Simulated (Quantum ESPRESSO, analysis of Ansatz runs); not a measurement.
# A hop of O in SnO2 (P4_2/mnm), charge +2 (Quantum ESPRESSO), part 2 of 3

Aim: the barrier of one jump in SnO2 (P4_2/mnm) at charge +2: V_O hop (2.9 Å). The model is a cell of 72 host atoms with 1 O taken out; O is the atom that moves.

Quantum ESPRESSO 7.5; Quantum ESPRESSO plane-wave DFT, PBEsol, GBRV 1.5 PBEsol potentials; nudged elastic band between two relaxed defect structures at fixed charge in a uniform background.

So far: Set-up; Relaxation of the start point, charge +2.

## Step 3: Relaxation of the end point, charge +2

Level of this step: Quantum ESPRESSO plane-wave DFT, PBEsol, GBRV 1.5 PBEsol potentials; relaxation of all atoms of a defect supercell at fixed charge in a uniform background (Quantum ESPRESSO).

The end point is relaxed in the same cell and settings, so that the two energies compare. Atoms more than 3.2 Å from the middle of the hop start where the first relaxation left them, the nearer ones on or close to their ideal places, with small random displacements. A width of 0.01 eV lets levels that lie close at the Fermi energy share an electron.

A first try with fixed occupations did not converge, so this run has a small smearing.

Input file pw.in:

```
&CONTROL
  calculation = 'relax'
  prefix = 'pwscf'
  outdir = './tmp'
  pseudo_dir = './pseudo'
  tprnfor = .true.
  disk_io = 'low'
  nstep = 70
  forc_conv_thr = 0.0012
  etot_conv_thr = 0.0001
/
&SYSTEM
  ibrav = 0
  nat = 71
  ntyp = 2
  ecutwfc = 36
  ecutrho = 288
  nbnd = 312
  occupations = 'smearing'
  smearing = 'fd'
  degauss = 0.00073499
  tot_charge = 2
  nosym = .true.
/
&ELECTRONS
  conv_thr = 7d-08
  electron_maxstep = 100
  mixing_beta = 0.5
/
&IONS
  ion_dynamics = 'bfgs'
/
ATOMIC_SPECIES
Sn   118.7100 sn_pbesol_v1.4.uspp.F.UPF
O     15.9990 o_pbesol_v1.2.uspp.F.UPF
CELL_PARAMETERS angstrom
   9.5066964961    0.0000000000    0.0000000000
   0.0000000000    9.5066964961    0.0000000000
   0.0000000000    0.0000000000    9.6255699527
ATOMIC_POSITIONS crystal
Sn     0.2479197717    0.2505322219    0.1664293871
Sn     0.0060258330   -0.0060270789    0.0001239755
[... 4 atom lines left out ...]
Sn     0.2491094315    0.2504049958    0.5003816716
[... 1 atom line left out ...]
O      0.0968717236    0.4030533195    0.4989631221
[... 2 atom lines left out ...]
O      0.4029762085    0.5960106139    0.4996883134
[... 5 atom lines left out ...]
O      0.3461227129    0.3473353684    0.6661393045
[... 3 atom lines left out ...]
O      0.4032136373    0.5959001499    0.1667647324
[... 2 atom lines left out ...]
Sn     0.2502247617    0.7499962666    0.5010148994
[... 2 atom lines left out ...]
O      0.1540526193    0.6532263618    0.3336480546
[... 9 atom lines left out ...]
O      0.6009992400    0.3985760216    0.1567951052
[... 5 atom lines left out ...]
O      0.5979383573    0.4029625234    0.4996994457
[... 16 atom lines left out ...]
Sn     0.4990845120    0.5005036387    0.3332135771
[... 2 atom lines left out ...]
O      0.6456239909    0.6543716825    0.3362792142
[... 2 atom lines left out ...]
Sn     0.5004139410    0.5009298322    0.6664043574
[... 3 atom lines left out ...]
O      0.8455557107    0.8467776003    0.6669556110
K_POINTS gamma
```

Started as:

```sh
> OMP_NUM_THREADS=1 mpirun -n 4 pw.x -in pw.in > pw.out
```

The log of the run:

```text
[shortened: banners, details of potentials and solvers, and blank lines are left out]
[banner, memory and clock lines left out]
     gamma-point specific algorithms are used
     one sub-group per band group will be used
     bravais-lattice index     =            0
     lattice parameter (alat)  =      17.9651  a.u.
     unit-cell volume          =    5870.5976 (a.u.)^3
     number of atoms/cell      =           71
     number of atomic types    =            2
     number of electrons       =       616.00
     number of Kohn-Sham states=          312
     kinetic-energy cutoff     =      36.0000  Ry
     charge density cutoff     =     288.0000  Ry
     scf convergence threshold =      7.0E-08
     mixing beta               =       0.5000
     number of iterations used =            8  plain     mixing
     energy convergence thresh.=      1.0E-04
     force convergence thresh. =      1.2E-03
     Exchange-correlation= SLA  PW   PSX  PSC
                           (   1   4  10   8   0   0   0)
     nstep                     =           70
     crystal axes: (cart. coord. in units of alat)
               a(1) = (   1.000000   0.000000   0.000000 )
               a(2) = (   0.000000   1.000000   0.000000 )
               a(3) = (   0.000000   0.000000   1.012504 )
     PseudoPot. # 1 for Sn read from file:
     sn_pbesol_v1.4.uspp.F.UPF
     Pseudo is Ultrasoft + core correction, Zval = 14.0
[...]
PseudoPot. # 2 for O  read from file:
     o_pbesol_v1.2.uspp.F.UPF
     Pseudo is Ultrasoft + core correction, Zval =  6.0
[...]
atomic species   valence    mass     pseudopotential
     Sn               14.00   118.71000     Sn( 1.00)
     O                 6.00    15.99900     O ( 1.00)
     No symmetry found
     site n.     atom                  positions (alat units)
         1        Sn     tau(   1) = (   0.2479198   0.2505322   0.1685105  )
         2        Sn     tau(   2) = (   0.0060258  -0.0060271   0.0001255  )
         3        O      tau(   3) = (   0.0962247   0.4042315   0.1690796  )
         4        O      tau(   4) = (   0.4008604   0.0954847   0.1707226  )
         5        O      tau(   5) = (   0.1537972   0.1513377   0.0001446  )
         6        O      tau(   6) = (   0.3469835   0.3468238   0.0001064  )
         7        Sn     tau(   7) = (   0.2491094   0.2504050   0.5066385  )
         8        Sn     tau(   8) = (  -0.0045026   0.0045613   0.3357950  )
[...]
number of k points=     1  Fermi-Dirac smearing, width (Ry)=  0.0007
                       cart. coord. in units 2pi/alat
        k(    1) = (   0.0000000   0.0000000   0.0000000), wk =   2.0000000
     Dense  grid:   242294 G-vectors     FFT dimensions: ( 100, 100, 100)
     Smooth grid:    85691 G-vectors     FFT dimensions: (  72,  72,  72)
     Check: negative core charge=   -0.000002
     starting charge     593.9989, renormalised to     616.0000
     Self-consistent Calculation
     iteration #  1     ecut=    36.00 Ry     beta= 0.50
     total energy              =   -5325.60077709 Ry
     estimated scf accuracy    <      19.09730137 Ry
     iteration #  2     ecut=    36.00 Ry     beta= 0.50
     total energy              =   -5330.87717809 Ry
     estimated scf accuracy    <       4.61808538 Ry
     iteration #  3     ecut=    36.00 Ry     beta= 0.50
     total energy              =   -5331.56798955 Ry
     estimated scf accuracy    <       0.83769872 Ry
[...]
estimated scf accuracy    <       0.00371244 Ry
     iteration # 10     ecut=    36.00 Ry     beta= 0.50
     total energy              =   -5331.70755554 Ry
     estimated scf accuracy    <       0.01521426 Ry
[... 139 further cycles ...]
     iteration #  7     ecut=    36.00 Ry     beta= 0.50
     total energy              =   -5331.86360611 Ry
     estimated scf accuracy    <          4.5E-09 Ry
     iteration #  8     ecut=    36.00 Ry     beta= 0.50
     End of self-consistent calculation
          k = 0.0000 0.0000 0.0000 ( 10712 PWs)   bands (ev):
   -12.1325 -12.0692 -12.0405 -11.9774 -11.8624 -11.8398 -11.7141 -11.6394
   -11.6116 -11.6077 -11.5922 -11.5910 -11.5847 -11.5616 -11.5403 -11.5372
   -11.5325 -11.4889 -11.4551 -11.4255 -11.4200 -11.4154 -11.4082 -11.3747
   -11.3723 -11.3485 -11.3344 -11.3119 -11.3016 -11.2566 -11.2387 -11.2379
   -11.2143 -11.1922 -11.1773 -11.1650 -11.1449 -11.1418 -11.1255 -11.0945
   -11.0504 -11.0322 -10.9828 -10.9583 -10.9446 -10.9016 -10.8968 -10.8928
   -10.8775 -10.8676 -10.8538 -10.8518 -10.8406 -10.8371 -10.8355 -10.8179
   -10.8061 -10.7992 -10.7990 -10.7920 -10.7878 -10.7771 -10.7764 -10.7608
[...]
the Fermi energy is     9.5430 ev
!    total energy              =   -5331.86360611 Ry
     estimated scf accuracy    <          6.0E-10 Ry
     smearing contrib. (-TS)   =      -0.00000000 Ry
     internal energy E=F+TS    =   -5331.86360611 Ry
     The total energy is F=E-TS. E is the sum of the following terms:
     one-electron contribution =   -1644.55078856 Ry
     hartree contribution      =    1297.08577598 Ry
     xc contribution           =   -1365.14029232 Ry
     ewald contribution        =   -3619.25830121 Ry
     convergence has been achieved in   8 iterations
     Forces acting on atoms (cartesian axes, Ry/au):
     atom    1 type  1   force =    -0.00031416   -0.00049130   -0.00038208
     atom    2 type  1   force =     0.00050112    0.00058014   -0.00014254
     atom    3 type  2   force =     0.00042719    0.00016910   -0.00086589
     atom    4 type  2   force =     0.00001246    0.00015044   -0.00083869
     atom    5 type  2   force =    -0.00023067   -0.00029516    0.00030262
     atom    6 type  2   force =    -0.00069052   -0.00024859    0.00001293
     atom    7 type  1   force =    -0.00026969   -0.00040014    0.00034839
     atom    8 type  1   force =    -0.00020016   -0.00064996    0.00019040
[...]
Total force =     0.006521     Total SCF correction =     0.000080
     Energy error            =      8.7E-05 Ry
     Gradient error          =      1.4E-03 Ry/Bohr
     number of scf cycles    =  16
     number of bfgs steps    =  15
     energy             old  =   -5331.8635188351 Ry
     energy             new  =   -5331.8636061059 Ry
     CASE: energy            _new < energy            _old
     new trust radius        =       0.0088160811 bohr
     new conv_thr            =       0.0000000007 Ry
ATOMIC_POSITIONS (crystal)
Sn               0.2372940673        0.2373412928        0.1520557656
Sn              -0.0036423904       -0.0043346090       -0.0021654786
O                0.1040848394        0.4034240450        0.1692193139
O                0.4030566458        0.1036231944        0.1693708889
O                0.1480741195        0.1485456819       -0.0100248764
O                0.3453648587        0.3440531479        0.0021016566
Sn               0.2373001844        0.2372697884        0.5145383601
Sn               0.0013079146        0.0005722213        0.3332373308
[...]
Check: negative core charge=   -0.000002
     Self-consistent Calculation
     iteration #  1     ecut=    36.00 Ry     beta= 0.50
     total energy              =   -5331.86365778 Ry
     estimated scf accuracy    <       0.00004476 Ry
     iteration #  2     ecut=    36.00 Ry     beta= 0.50
     total energy              =   -5331.86366187 Ry
     estimated scf accuracy    <       0.00000592 Ry
     iteration #  3     ecut=    36.00 Ry     beta= 0.50
     total energy              =   -5331.86366310 Ry
     estimated scf accuracy    <       0.00000109 Ry
[...]
estimated scf accuracy    <       0.00000004 Ry
     iteration #  6     ecut=    36.00 Ry     beta= 0.50
     total energy              =   -5331.86366343 Ry
     estimated scf accuracy    <          3.1E-09 Ry
     iteration #  7     ecut=    36.00 Ry     beta= 0.50
     total energy              =   -5331.86366343 Ry
     estimated scf accuracy    <          1.6E-09 Ry
     iteration #  8     ecut=    36.00 Ry     beta= 0.50
     End of self-consistent calculation
          k = 0.0000 0.0000 0.0000 ( 10712 PWs)   bands (ev):
   -12.1321 -12.0699 -12.0399 -11.9771 -11.8605 -11.8390 -11.7140 -11.6390
   -11.6114 -11.6083 -11.5936 -11.5910 -11.5846 -11.5631 -11.5403 -11.5363
   -11.5326 -11.4885 -11.4542 -11.4245 -11.4204 -11.4159 -11.4078 -11.3744
   -11.3735 -11.3480 -11.3338 -11.3117 -11.3018 -11.2558 -11.2380 -11.2371
   -11.2146 -11.1915 -11.1762 -11.1646 -11.1441 -11.1408 -11.1246 -11.0945
   -11.0505 -11.0316 -10.9828 -10.9579 -10.9449 -10.9014 -10.8969 -10.8934
   -10.8777 -10.8681 -10.8538 -10.8520 -10.8406 -10.8362 -10.8360 -10.8172
   -10.8057 -10.7998 -10.7997 -10.7924 -10.7872 -10.7763 -10.7763 -10.7613
[...]
the Fermi energy is     9.5452 ev
!    total energy              =   -5331.86366343 Ry
     estimated scf accuracy    <          2.0E-10 Ry
     smearing contrib. (-TS)   =      -0.00000000 Ry
     internal energy E=F+TS    =   -5331.86366343 Ry
     The total energy is F=E-TS. E is the sum of the following terms:
     one-electron contribution =   -1644.63299548 Ry
     hartree contribution      =    1297.12737459 Ry
     xc contribution           =   -1365.14064796 Ry
     ewald contribution        =   -3619.21739458 Ry
     convergence has been achieved in   8 iterations
     Forces acting on atoms (cartesian axes, Ry/au):
     atom    1 type  1   force =    -0.00007533   -0.00032225    0.00001695
     atom    2 type  1   force =     0.00008992    0.00041369   -0.00022716
     atom    3 type  2   force =     0.00044152    0.00007142   -0.00006098
     atom    4 type  2   force =    -0.00003925    0.00011075   -0.00000298
     atom    5 type  2   force =    -0.00013456   -0.00032692    0.00008851
     atom    6 type  2   force =    -0.00045514    0.00000305    0.00010767
     atom    7 type  1   force =    -0.00018952   -0.00016657   -0.00000776
     atom    8 type  1   force =    -0.00004437   -0.00035829    0.00018903
[...]
Total force =     0.004829     Total SCF correction =     0.000051
     Energy error            =      5.7E-05 Ry
     Gradient error          =      1.0E-03 Ry/Bohr
     bfgs converged in  17 scf cycles and  16 bfgs steps
     (criteria: energy <  1.0E-04 Ry, force <  1.2E-03 Ry/Bohr)
     End of BFGS Geometry Optimization
     Final energy             =   -5331.8636634301 Ry
Begin final coordinates
ATOMIC_POSITIONS (crystal)
Sn               0.2372940673        0.2373412928        0.1520557656
Sn              -0.0036423904       -0.0043346090       -0.0021654786
O                0.1040848394        0.4034240450        0.1692193139
O                0.4030566458        0.1036231944        0.1693708889
O                0.1480741195        0.1485456819       -0.0100248764
O                0.3453648587        0.3440531479        0.0021016566
Sn               0.2373001844        0.2372697884        0.5145383601
Sn               0.0013079146        0.0005722213        0.3332373308
[...]
End final coordinates
```

The job ended after 15 min (4 MPI ranks of Arm Neoverse V1, shared host; peak memory 1.6 GiB; 59 min of CPU time).

The steps of the relaxation:

```
step  energy less that of the first step (eV)
   0                                   0.0000
   1                                  -0.9004
   2                                  -1.4090
   3                                  -1.6984
   4                                  -1.8690
   5                                  -1.9711
   6                                  -2.0173
   7                                  -2.0536
   8                                  -2.0783
   9                                  -2.0933
  10                                  -2.1014
  11                                  -2.1066
  12                                  -2.1099
  13                                  -2.1121
  14                                  -2.1136
  15                                  -2.1148
  16                                  -2.1156
```

The atoms that moved most (Å):

```
atom      dx      dy      dz  length
Sn61   0.171   0.150   0.001   0.228
 Sn7  -0.112  -0.125   0.136   0.216
 Sn1  -0.101  -0.125  -0.138   0.212
 O38  -0.123  -0.017   0.152   0.197
 O64   0.150   0.078  -0.028   0.171
 O12  -0.065  -0.096  -0.057   0.129
 O27   0.127  -0.019  -0.002   0.129
 O11   0.096   0.085  -0.010   0.128
```

Neighbours of O12 at the end:

```
atom  distance (Å)
Sn61         2.036
Sn25         2.091
Sn67         2.092
 O44         2.564
 O18         2.867
 O28         2.886
 O34         2.905
 O29         2.935
 O70         2.974
 O35         2.992
```

Numbers from this step:

```
highest filled level                                                                              : 9.144 eV
lowest empty level                                                                                : 9.848 eV
r.m.s. move of the farther half of the atoms                                                      : 0.04504 Å
largest move from the ideal geometry of this structure, a common shift of the far atoms taken out : 0.2253 Å
```

The relaxation gained 2.116 eV and ended with a largest force component of 0.026 eV/Å. The end lies within 1 meV of the start.

(Part 2 of 3 ends here.)

[Logs are printed without paths, hosts, clocks, repeated set-up lines and the standing remarks that a program may print on its own settings, such as how far it seeks lower states.]

[Hosts, paths, dates, database ids (printed as entryN), source tags and the programs' standing remarks are cut or masked in the printed files.]
